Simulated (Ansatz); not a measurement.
The calculation used DFT PBE, scalar-relativistic, plane waves, PAW in Ansatz. Settings: cutoff 420 eV, Γ-centred meshes spaced at most about 0.3 Å⁻¹, and about 0.25 Å⁻¹ or finer for metals (2π included), Gaussian smearing. No spin polarisation.

The zero of energy is the elements' standard structures at the same level (O₂ as a molecule); no fitted shifts are applied.

All energies are static (0 K, no zero-point motion). Larger cells and other orderings weren't all tried, so the list isn't exhaustive.

A search for Mg₅O gave 11 distinct relaxed structures. Coordination counts Mg atoms around O (those within 1.25 times the shortest such distance or 1.15 times the sum of covalent radii). Cells relaxed within their symmetry can be saddle points.

Task: What is the best candidate for Mg₅O?

Result: The one with space group P-3m1 (No. 164), reached from: a cell proposed by chemical analogy. It has a = 3.126 Å, c = 25.874 Å, 18.2 Å³/atom, no gap on the mesh. Mg on a site of symmetry -3m has 6 O at 2.17 Å and 12 Mg at 3.05–3.13 Å; Mg on a site of symmetry 3m has 3 O at 2.19 Å and 12 Mg at 3.05–3.17 Å; Mg on a second site of symmetry 3m is surrounded by 12 Mg at 3.13–3.19 Å; around O lie 6 Mg at 2.17–2.19 Å; 3 more sites not described. Its energy over the elements is −0.81 eV/atom. Whether it is stable depends on the other phases of the system, which aren't compared here. An observed structure of this formula, if there is one, may be missing.

```
CELL_PARAMETERS angstrom
3.12612 0.00000 0.00000
-1.56306 2.70730 0.00000
0.00000 0.00000 25.87365
ATOMIC_POSITIONS crystal
Mg 0.00000 0.00000 0.00000
Mg 0.66667 0.33333 0.90489
Mg 0.33333 0.66667 0.09511
Mg 0.33333 0.66667 0.80436
Mg 0.00000 0.00000 0.70283
Mg 0.66667 0.33333 0.19565
Mg 0.00000 0.00000 0.29717
Mg 0.00000 0.00000 0.50000
Mg 0.66667 0.33333 0.60173
Mg 0.33333 0.66667 0.39827
O 0.66667 0.33333 0.04688
O 0.33333 0.66667 0.95312
```

Task: How much higher is the P-62m structure with 21.3 Å³/atom and coordination O 6 (reached from: MgCd5 type (P-62m))?

Result: 0.31 eV/atom. It has no gap on its mesh.

Task: How much higher is the P-6m2 structure with 18.2 Å³/atom and coordination O 6 (reached from: Li5Mg type (P-6m2))?

Result: 110 meV/atom. It has no gap on its mesh.
